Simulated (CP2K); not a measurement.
Runs of CP2K 2026.2 on Au. Symmetry: Fm-3m, No. 225, cubic system. Conventional cell: a = 4.070 Å, b = 4.070 Å, c = 4.070 Å, α = 90.00°, β = 90.00°, γ = 90.00°. Au (site symmetry m-3m) has 12 Au at 2.88 Å as nearest neighbours. 

| level | potentials or basis | smearing | EPS_DEFAULT | NGRIDS | basis sets | potentials | points a segment of the path (NPOINTS) | gap on the mesh (eV) | pressure (GPa) |
| --- | --- | --- | --- | --- | --- | --- | --- | --- | --- |
| PBE | POTENTIAL_UZH Au GTH-PBE-q11; TZVP-MOLOPT-PBE-GTH basis | fermi-dirac 0.01 eV | 1.0E-10 | 4 | Au TZVP-MOLOPT-PBE-GTH-q11 | Au GTH-PBE-q11 of POTENTIAL_UZH | 8 | none | 16.3 |
| PBE | POTENTIAL_UZH Au GTH-PBE-q11; TZVP-MOLOPT-PBE-GTH basis | fermi-dirac 0.1 eV | 1.0E-9 | 4 | Au TZVP-MOLOPT-PBE-GTH-q11 | Au GTH-PBE-q11 of POTENTIAL_UZH | 6 | none | (b) |
| TB-mBJ | POTENTIAL_UZH Au GTH-PBE-q11; TZVP-MOLOPT-PBE-GTH basis | fermi-dirac 0.05 eV | 1.0E-10 | 4 | Au TZVP-MOLOPT-PBE-GTH-q11 | Au GTH-PBE-q11 of POTENTIAL_UZH | 10 | none | - |
| LDA | GTH_POTENTIALS Au GTH-PADE-q11; TZVP-MOLOPT-PBE-GTH basis | fermi-dirac 0.1 eV | 1.0E-9 | 4 | Au TZVP-MOLOPT-PBE-GTH-q11 | Au GTH-PADE-q11 of GTH_POTENTIALS | 8 | none | (a) |
| PBEsol | POTENTIAL_UZH Au GTH-PBE-q11; TZVP-MOLOPT-PBE-GTH basis | fermi-dirac 0.05 eV | 1.0E-10 | 5 | Au TZVP-MOLOPT-PBE-GTH-q11 | Au GTH-PBE-q11 of POTENTIAL_UZH | 6 | none | 8.8 |
| r2SCAN | POTENTIAL_UZH Au GTH-SCAN-q11; TZVP-MOLOPT-SCAN-GTH basis | fermi-dirac 0.05 eV | 1.0E-9 | 4 | Au TZVP-MOLOPT-SCAN-GTH-q11 | Au GTH-SCAN-q11 of POTENTIAL_UZH | 6 | none | 10.9 |

Alike in all rows: task band structure; no spin polarisation; cell as given; k mesh 11 × 11 × 11.

Question: Estimate the missing entries.

Answer: (a) 2.3; (b) 16.2.

Caveats: spin-orbit coupling is left out, which moves the levels of the heavy elements; the basis of atomic orbitals isn't converged, which shifts pressures, moduli and gaps; so large a pressure means that the cell lies far from this level's equilibrium, or that cutoff or potentials fall short (some runs); the potentials were made for another functional, which shifts forces and pressure (some runs); this is a model potential without an energy functional, so only levels have meaning (some runs).

A k mesh can miss the band edges, and the runs leave out spin-orbit coupling on Au.

A gap of «none» marks a metal or a gap under the smearing width.
